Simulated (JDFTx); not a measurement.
Runs of JDFTx 1.7.0 (patched build) on ZrB2. It takes space group P6/mmm (No. 191, hexagonal). The conventional cell has a = 3.170 Å, b = 3.170 Å, c = 3.533 Å, α = 90.00°, β = 90.00°, γ = 120.00°. Around Zr (site symmetry 6/mmm) lie 12 B at 2.54 Å. B (site symmetry -6m2) has 3 B at 1.83 Å as nearest neighbours. 

```tsv
task	level	potentials or basis	cell	k mesh	further solve for the empty bands	mesh quality	gap on the mesh (eV)	pressure (GPa)	relaxed volume (Å³/atom)
single point	PBE	PseudoDojo-SR-PBE-0.5-standard	as given	5 × 5 × 4	yes	coarse	none	(a)	-
relaxation of cell and atoms	RPBE	PseudoDojo-SR-PBE-0.5-standard	relaxed	10 × 10 × 8	no	not flagged	none	0.0	10.37
relaxation of cell and atoms	PBE+D3	PseudoDojo-SR-PBE-0.5-standard	relaxed	10 × 10 × 8	no	not flagged	none	0.0	10.07
relaxation of cell and atoms	LDA	PseudoDojo-SR-LDA-0.4.1-standard	relaxed	10 × 10 × 8	no	not flagged	none	0.0	9.89
```

Alike in all rows: no spin polarisation; cutoff (eV) 1034; smearing fermi-dirac 0.05 eV.

Fill in the values left out.

(a) 0.9.

Caveats: some runs use coarse meshes; the potentials were made for another functional, which shifts forces and pressure (some runs); pairwise dispersion overbinds metals, which lowers pressure and volume (some runs).

A k mesh can miss the band edges, and the runs leave out spin-orbit coupling on Zr.

A gap of «none» marks a metal or a gap under the smearing width.
